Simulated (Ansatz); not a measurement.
Input for Ansatz (plane-wave DFT), PbS:

```yaml
crystal:
  lattice:
    - [2.1126617058, 1.2197458045, 3.4519162518]
    - [-2.1126617058, 1.2197458045, 3.4519162518]
    - [0.0, -2.4394916091, 3.4519162518]
  atoms:
    - { symbol: Pb, position: [1.10256578, 1.90056578, 1.93356578] }
    - { symbol: S, position: [0.59703555, 1.39503555, 1.42803555] }
basis:
  ecutwfc: 370
kpoints:
  mp_grid: { grid: [3, 3, 3], shift: [0, 0, 0.5] }
  band_path: { path: [[0, 0, 0], [0.5, 0, 0], [0.5, 0.5, 0.5]], npoints: 8 }
hamiltonian:
  xc: pbe
  hubbard: { sites: [{ species: S, l: p, u_eff: 3.8 }] }
  dispersion: d3bjatm
scf:
  occupations: { method: fermi_dirac, width: 0.16 }
output:
  forces: true
  stress: true
  eigenvalues: true
```

Command:

```bash
ansatz run input.yaml --threads 1 --pin off --max-ram 1331MiB --backend cpu --events-out ev --progress --plain --runs-dir out
```

From the log (HF is the Harris–Foulkes energy, dr2 the density residual in eV):

```text
Warning: basis.ecutwfc = 370 eV is below the records' recommended 420 eV, and the density's cutoff is lower with it unless basis.ecutrho_ratio is high enough to keep the records' density cutoff: compare with a run at a higher cutoff
Warning: crystal.symmetry: narrowed to the stabiliser of the k-point mesh — unitary ops 6 → 2; excluded 4 operations that carry a point of the 3×3×3 mesh (shift [0, 0, 0.5]) off the mesh (the run samples exactly the mesh kpoints.mp_grid names, as under crystal.symmetry.detect: false, and its converged state has the mesh's symmetry, not the crystal's …
Pb: projections on atomic orbitals take those of the free atom [Xe 4f14] 5d10 6s2 6p2, of charge +0.00 (hamiltonian.pseudopotentials.projection_atoms); the dataset's partial waves leave at most 2.1e-5 of an orbital's norm unspanned inside its sphere
S: projections on atomic orbitals take those of the free atom [Ne] 3s2 3p4, of charge +0.00 (hamiltonian.pseudopotentials.projection_atoms); the dataset's partial waves leave at most 1.6e-7 of an orbital's norm unspanned inside its sphere
Pseudopotential: Pb, paw, valence charge 14, recommended cutoff 420 eV (normal)
Pseudopotential: S, paw, valence charge 6, recommended cutoff 420 eV (normal)
Crystal: 2 atoms, lattice volume = 53.372 Å³
Basis set: ecut = 370 eV, 869 PW (Γ), exchange–correlation on 54×54×54 points (8 copies of the dense FFT grid, shifted against one another)
Bands: 14, of which v1, the nominal top of the filled ones, is band 10 counted from 1 (9 counted from 0)
Symmetry: 2 space group operations
k-points: 10 of 27 (time reversal used)
Initial density: superposition of atomic densities
SCF iter   1: HF=-12808.543643 eV  Δρ=3.88e-2  dr2=1.80e0
SCF iter   2: HF=-12808.254160 eV  Δρ=1.69e-2  dr2=1.54e-1
SCF iter   3: HF=-12808.236131 eV  Δρ=6.77e-3  dr2=2.68e-2
SCF iter   4: HF=-12808.251925 eV  Δρ=2.23e-3  dr2=3.19e-3
SCF iter   5: HF=-12808.253472 eV  Δρ=3.48e-4  dr2=8.66e-5
SCF iter   6: HF=-12808.253529 eV  Δρ=8.80e-5  dr2=6.04e-6
SCF iter   7: HF=-12808.253530 eV  Δρ=2.21e-5  dr2=3.68e-7
SCF iter   8: F=-12808.253530 eV  HF=-12808.253530 eV  Δρ=3.69e-6  dr2=4.09e-9
SCF 1 converged in 8 iterations: F = -12808.253530 eV  dr2 = 4.09e-9
SCF converged after 8 iterations
Free energy (F): -12808.253530 eV
E sigma→0 (E₀):  -12808.251447 eV
Entropy (-TS):   -0.004166 eV (-2.083 meV/atom)
Fermi energy:    8.042543 eV
--- Forces (eV/Å), atoms counted from 1 ---
  atom   1  Pb     0.00000000    -0.01640242    -0.03799046
  atom   2  S      0.00000000     0.01640436     0.03799589
--- Stress (GPa, compression-positive) ---
        0.755128       0.000000       0.000000
        0.000000       0.190322       0.201767
        0.000000       0.201767       0.683570
  P = ⅓ Tr σ = 0.5430 GPa (5.430 kbar)
```

The inputs are trials, many of them unsound on purpose. Their numbers show the effect of the settings and aren't properties of the material. Under a U the state reached may not be the lowest.